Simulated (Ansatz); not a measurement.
# Lattice dynamics of NaH (Fm-3m)

The cell of NaH (Fm-3m) is at rest. What are its phonons? After the zone centre comes a 4×4×4 q mesh on a 8×8×8 k mesh.

Method: DFT PBE, scalar-relativistic, plane waves, PAW; PAW set soft_1, in Ansatz 0.2.0.

## 1. Starting point

It takes space group Fm-3m (No. 225, cubic). The conventional cell has a = 4.832 Å, b = 4.832 Å, c = 4.832 Å, α = 90.00°, β = 90.00°, γ = 90.00°. Nearest to Na lie 6 H at 2.42 Å. Nearest to H lie 6 Na at 2.42 Å. Farther neighbours are not listed.

## 2. Zone-centre response

The cell comes from relaxations at this level that are not shown. The zone centre comes first: it holds the modes that light can see, as far as symmetry allows. The response to a homogeneous field gives the Born charges and the dielectric tensor.

input.yaml reads:

```yaml
crystal:
  lattice:
    - [0.0, 2.4160895472, 2.4160895472]
    - [2.4160895472, 0.0, 2.4160895472]
    - [2.4160895472, 2.4160895472, 0.0]
  atoms:
    - { symbol: Na, position: [0.0, 0.0, 0.0] }
    - { symbol: H, position: [0.5, 0.5, 0.5] }
kpoints:
  mp_grid: { grid: [8, 8, 8] }
hamiltonian:
  xc: pbe
  pseudopotentials: { kind: paw, azcp: { folder: soft_1 } }
scf:
  occupations: { method: fixed }
output:
  eigenvalues: true
phonons:
  method: dfpt
  dielectric: true
  rigid_motions: translations
```

Started as:

```bash
$ ansatz run input.yaml --threads 4 --pin off --max-ram 10240MiB --backend cpu --events-out ev --progress --plain --runs-dir out
```

Numbers of over 12 decimals in the logs are rounded to 6 here.

Output:

```text
Engine: ansatz 0.2.0, aarch64-unknown-linux-gnu
Pseudopotentials: kind: paw
Pseudopotential: Na, paw, valence charge 9, recommended cutoff 420 eV (normal), soft_1/Na.paw.azcp
Pseudopotential: H, paw, valence charge 1, recommended cutoff 420 eV (normal), soft_1/H.paw.azcp
Functional definition: PBE
  parameter kappa = 0.804
  parameter beta = 0.066725
  exchange = pbe_x(kappa = kappa, mu = beta*pi^2/3)
  correlation = pbe_c(beta = beta)
Crystal: 2 atoms, lattice volume = 28.208 Å³
Basis set: ecut = 420 eV, 537 PW (Γ), exchange–correlation on 48×48×48 points (8 copies of the dense FFT grid, shifted against one another)
Bands: 9, of which v1, the nominal top of the filled ones, is band 5 counted from 1 (4 counted from 0)
Symmetry: 48 space group operations
k-points: 59 of 512 (irreducible under 8 space group operations, time reversal used)
Non-local potential: Na, projectors of the file, l = 0: 3, l = 1: 2, l = 2: 1
Non-local potential: H, projectors of the file, l = 0: 2, l = 1: 1
PAW form: soft (Blöchl's): semilocal exchange-correlation on the pseudo side does not see the compensation charge
PAW one-centre angular grid: Na, 110 points (default); XC on 64 Gauss nodes
PAW one-centre angular grid: H, 110 points (default); XC on 64 Gauss nodes
Initial density: superposition of atomic densities (chi_scale 0.1, normalization cell, long waves kept (reshape's long-wave potential 0.00 eV rms))
Initial wavefunctions: pseudopotential atomic-orbital guess
Functional: x = pbe(κ = 0.804, μ = 0.219515), c = pbe(β = 0.066725)
SCF iter   1: F=—  HF=-1502.970092 eV  |F-HF|=—  |Δ(HF+E_count)|=         —  Δρ=5.24e-2  dr2=8.90e-1  ethr=3.10e-3  ⟨swp⟩=4.3  Hψ=3041  notcnv=0  defer=88
preconditioner: auto → none  [insulator: Δε(μ)=4.719 eV  Ē_g=11.771 eV  n_scr=8 (ndim 8)  ℏωp=9.9 eV  f_vac=0.000  ε∞_Penn≈1.7]
SCF iter   2: F=—  HF=-1502.687796 eV  |F-HF|=—  |Δ(HF+E_count)|=   2.82e-1  Δρ=1.19e-2  dr2=5.53e-2  ethr=3.10e-3  ⟨swp⟩=2.0  Hψ=1159  notcnv=0  defer=100
SCF iter   3: F=—  HF=-1502.680029 eV  |F-HF|=—  |Δ(HF+E_count)|=   7.77e-3  Δρ=2.77e-3  dr2=1.04e-3  ethr=5.53e-4  ⟨swp⟩=2.0  Hψ=713  notcnv=0  defer=112
SCF iter   4: F=—  HF=-1502.681470 eV  |F-HF|=—  |Δ(HF+E_count)|=   1.44e-3  Δρ=7.32e-4  dr2=7.40e-5  ethr=1.04e-5  ⟨swp⟩=2.8  Hψ=773  notcnv=0  defer=116
SCF iter   5: F=—  HF=-1502.681582 eV  |F-HF|=—  |Δ(HF+E_count)|=   1.11e-4  Δρ=3.20e-5  dr2=2.55e-7  ethr=7.40e-7  ⟨swp⟩=3.0  Hψ=946  notcnv=0  defer=116
SCF iter   6: F=—  HF=-1502.681582 eV  |F-HF|=—  |Δ(HF+E_count)|=   2.04e-7  Δρ=4.90e-6  dr2=2.32e-9  ethr=2.55e-9  ⟨swp⟩=3.0  Hψ=818  notcnv=0  defer=23
SCF iter   7: F=-1502.681582 eV  HF=-1502.681582 eV  |F-HF|=3.64e-11  |Δ(HF+E_count)|=   3.14e-9  Δρ=3.53e-7  dr2=2.06e-11  ethr=1.00e-12  ⟨swp⟩=8.9  Hψ=3062  notcnv=0
SCF 1 converged in 7 iterations: F = -1502.681582 eV  dr2 = 2.06e-11
  greatest PAW one-centre occupation: 0.999 electrons in one spin orbital (limit 2), on the Na atom at site 0 (counted from 0), in its partial waves of l = 0
DFPT response loops at Γ: preconditioner auto → none (the input reference at scf.mixing.eps_inf says where Resta's filter doesn't serve); β = 0.50; Broyden in place of MSR1
SCF converged after 7 iterations
Free energy (F): -1502.681582 eV
Harris-Foulkes:  -1502.681582 eV  (|F-HF|=3.64e-11)
Internal energy: -1502.681582 eV  (E = F + TS)
E sigma→0 (E₀):  -1502.681582 eV
Fermi energy:    0.743644 eV
--- Per-component energies (eV) ---
  E_band       = -228.097145
  E_kinetic    = 126.491018
  E_local      = -1482.630231  (includes V_loc(G=0)·N_el)
  E_nonlocal   = 278.900849
  E_hartree    = 503.840050
  E_xc         = -46.087055
  E_vxc        = -59.290361  (∫ρ·V_xc dr)
  E_paw        = -293.800548  (= ΣΔE_a)
  E_vpaw       = -99.247778  (= ΣTr[D̂ρ^β])
  E_aug_tail   = -0.000740  (compensation charges beyond the density's cutoff)
  E_ewald      = -589.394924
  E_smearing   = -0.000000  (= −TS)
  E_closure    = -0.000000  (closes the sum)
  Σ components = -1502.681582   (vs F -1502.681582, Δ=0.00e0)
--- Band table (eV; the first three rows and the last of 59) ---
  k-point 0: bands = ["-49.4839", "-21.3631", "-21.3631", "-21.3631", "-2.8669", "11.1676", "16.3387", "16.3387", "16.3387"]
  k-point 1: bands = ["-49.4830", "-21.3770", "-21.3648", "-21.3648", "-2.5997", "10.2855", "13.7316", "15.5278", "15.5278"]
  k-point 2: bands = ["-49.4806", "-21.4102", "-21.3688", "-21.3688", "-1.8404", "7.9701", "12.2671", "14.7422", "14.7422"]
  k-point 58: bands = ["-49.4751", "-21.4206", "-21.4206", "-21.3969", "0.7436", "6.7708", "6.7708", "9.1186", "17.1096"]
--- Phonons (Γ-DFPT): 2 representative perturbations + reference, on 59 of 512 k-points (Σ response iterations 7) ---
  k mesh reduced under 8 symmetry operations, with k and −k counted as one. Each operation leaves every solved perturbation unchanged. A smaller set is not considered because the run solves the response to a homogeneous field
  ASR residual: 2.342e-4 → 0.000e0 eV/Å²; symmetrization residual: 1.753e-7 eV/Å²
  ASR residual per site (eV/Å²): 4.39e-5 2.34e-4
  Γ frequencies (cm⁻¹): 0.00 0.00 0.00 493.85 493.85 493.85
  ε∞ (high-frequency dielectric tensor):
        3.117103    -0.000000     0.000000
        0.000000     3.117103     0.000000
       -0.000000    -0.000000     3.117103
  ε⁰ (static dielectric tensor: ions relaxed, cell fixed):
       10.120553    -0.000000     0.000000
       -0.000000    10.120553    -0.000000
       -0.000000    -0.000000    10.120553
  ε⁰ − ε∞ (ionic part):
        7.003451    -0.000000     0.000000
       -0.000000     7.003451    -0.000000
        0.000000    -0.000000     7.003451
  softest optical mode at Γ: 493.85 cm⁻¹; the repairs (sum rule, projections) moved no ω² at Γ by more than (7.97 cm⁻¹)²
  Born effective charges Z* (e; rows j = field, columns β = displacement):
    site 0:
         0.97239   -0.00000    0.00000
         0.00000    0.97239    0.00000
         0.00000    0.00000    0.97239
    site 1:
        -0.97239    0.00000    0.00000
        -0.00000   -0.97239   -0.00000
         0.00000   -0.00000   -0.97239
  Z* charge neutrality: 1.157e-6 e pre-enforcement
  k-mesh period / interband length: 27.3 Å / 1.34 Å = 20.38 at k = (0.0000, 0.0000, -0.5000), direct gap 4.622 eV — 14 or more, which is no proof of convergence
  optical modes at Γ without the LO–TO term, one row a degenerate level:
      ω (cm⁻¹)  modes    IR ((D/Å)²/amu)
        493.85      3            67.7700
  optical modes at Γ + LO–TO along q̂ = [1.0000, 0.0000, 0.0000]:
      ω (cm⁻¹)  modes    IR ((D/Å)²/amu)
        493.85      2            45.1800
        889.86      1            22.5900
  optical modes at Γ + LO–TO along q̂ = [0.0000, 1.0000, 0.0000]:
      ω (cm⁻¹)  modes    IR ((D/Å)²/amu)
        493.85      2            45.1800
        889.86      1            22.5900
  optical modes at Γ + LO–TO along q̂ = [0.0000, 0.0000, 1.0000]:
      ω (cm⁻¹)  modes    IR ((D/Å)²/amu)
        493.85      2            45.1800
        889.86      1            22.5900
```

Elapsed: 1.7 s, on 4 threads of Arm Neoverse V1, shared host; peak memory 0.39 GiB.

Numbers from this step:

```
gap on the k-mesh                                       : 3.763 eV
volume per atom                                         : 14.10 Å³
sum-rule residual before enforcement                    : 2.34e-4 eV/Å²
miss of the charge sum rule                             : 1.16e-6 e
point group                                             : m-3m
highest optical mode at the zone centre (no LO-TO term) : 493.9 cm⁻¹
lowest optical zone-centre mode                         : 493.9 cm⁻¹
mean high-frequency dielectric constant                 : 3.117
largest Born charge (third of the trace)                : 0.9724 e
mean static dielectric constant                         : 10.12
top of the zone-centre spectrum with the field          : 889.9 cm⁻¹
```

Without the LO-TO term. Patterns of degenerate modes are one choice out of their space. Modes at Γ, with each element's share of the kinetic energy:

| mode | frequency (cm⁻¹) | symmetry | Na % | H % |
| --- | --- | --- | --- | --- |
| 1 | 0.0 | acoustic | 96 | 4 |
| 2 | 0.0 | acoustic | 96 | 4 |
| 3 | 0.0 | acoustic | 96 | 4 |
| 4 | 493.9 | T1u | 4 | 96 |
| 5 | 493.9 | T1u | 4 | 96 |
| 6 | 493.9 | T1u | 4 | 96 |

Displacements in mode 6 (493.9 cm⁻¹), the largest set to 1:
```
Na1  0.00 -0.02 -0.04
H2  -0.06  0.47  1.00
```

Optical modes at the zone centre, without and with the macroscopic field of the longitudinal modes; each column is sorted by frequency, so a row need not hold one and the same mode. Modes with and without the field, by row:

```csv
rank among optical modes,no field (cm⁻¹),"q along (1, 0, 0) (cm⁻¹)"
1,493.9,493.9
2,493.9,493.9
3,493.9,889.9
```

Born charge (rows field, columns displacement) (e), principal values of the symmetric part by kind of site:

```
atom  atoms with these values      low   middle     high     mean
 Na1                        1   0.9724   0.9724   0.9724   0.9724
  H2                        1  -0.9724  -0.9724  -0.9724  -0.9724
```

In full for Na1:

```
0.9724 0.0000 0.0000
0.0000 0.9724 0.0000
0.0000 0.0000 0.9724
```

High-frequency dielectric tensor:

```
3.12 0.00 0.00
0.00 3.12 0.00
0.00 0.00 3.12
```

Static dielectric tensor (ions relaxed, fixed cell):

```
10.12  0.00  0.00
 0.00 10.12  0.00
 0.00  0.00 10.12
```

Transverse modes. Infrared lines, with heights relative to the strongest:

```csv
position (cm⁻¹),label,relative intensity
494,T1u,100
```

Before it was imposed, the acoustic sum rule was missed by 2.3e-4 eV/Å² and the charge sum rule by 1.2e-6 e. Small misses are needed for a sound result but don't prove that mesh and cutoff are converged. The lowest optical mode is real, 494 cm⁻¹.

(Part 1 of 3 ends here.)

[Logs are printed without paths, hosts, clocks, repeated set-up lines and the standing remarks that a program may print on its own settings, such as how far it seeks lower states.]

[Hosts, paths, dates, database ids (printed as entryN), source tags and the programs' standing remarks are cut or masked in the printed files.]
